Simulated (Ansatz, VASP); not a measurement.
## Zr: VASP beside Ansatz

INCAR

```
SYSTEM = Zr
PREC = Accurate
ENCUT = 600
EDIFF = 1E-6
ISMEAR = 0
SIGMA = 0.1
LREAL = .FALSE.
LASPH = .TRUE.
NELM = 100
ALGO = Normal
ISIF = 3
LWAVE = .FALSE.
LCHARG = .FALSE.
GGA = PE
IBRION = 2
NSW = 100
EDIFFG = -0.005
```

The input KPOINTS:

```
regular mesh
0
G
  12 12 14
  0 0 0
```

Contents of POSCAR:

```
Zr
1.0
    5.0328000000      0.0000000000      0.0000000000
   -2.5164000000      4.3585326500      0.0000000000
    0.0000000000      0.0000000000      3.1324000000
Zr
3
Direct
    0.6666666700      0.3333333300      0.5000000000
    0.3333333300      0.6666666700      0.5000000000
    0.0000000000      0.0000000000      0.0000000000
```

Input for Ansatz:

```yaml
crystal:
  lattice:
    - [5.0328, 0.0, 0.0]
    - [-2.5164, 4.35853265, 0.0]
    - [0.0, 0.0, 3.1324]
  atoms:
    - { symbol: Zr, position: [0.66666667, 0.33333333, 0.5] }
    - { symbol: Zr, position: [0.33333333, 0.66666667, 0.5] }
    - { symbol: Zr, position: [0.0, 0.0, 0.0] }
basis:
  ecutwfc: 420
kpoints:
  mp_grid: { grid: [12, 12, 14] }
hamiltonian:
  xc: pbe
scf:
  occupations: { method: gaussian, width: 0.1 }
output:
  forces: true
  stress: true
  eigenvalues: true
relax:
  adjacent_minimum: "off"
  f_tol: 0.005
  max_steps: 80
  cell: { stress_tol: 0.05 }
```

The cell was built by a generator and needn't be a form met in nature.

Alike in both runs: task relaxation of cell and atoms; functional PBE; k mesh 12 × 12 × 14; occupations gaussian, width 0.1 eV; no spin polarisation.

|  | VASP | Ansatz |
| --- | --- | --- |
| version | VASP 6.6.1 | Ansatz 0.2.0 |
| potentials or method | VASP PAW PBE potentials, release 64 (Zr_sv) | scalar-relativistic, plane waves, PAW |
| plane-wave cutoff (eV) | 600 | 420 |
| valence electrons in the cell | 36 | 36 |

Ansatz gave:

- gap on the k mesh at the Fermi level, each at its own relaxed structure (eV): none
- relaxed volume (Å³/atom): 23.11
- relaxed cell length with the largest relative difference (Å): 5.042

**Question.** What did VASP give for the same quantities?

**Answer.** gap on the k mesh at the Fermi level, each at its own relaxed structure (eV): none; relaxed volume (Å³/atom): 23.12; relaxed cell length with the largest relative difference (Å): 5.043.

A gap of «none» marks a metal or a gap that the smearing closes.
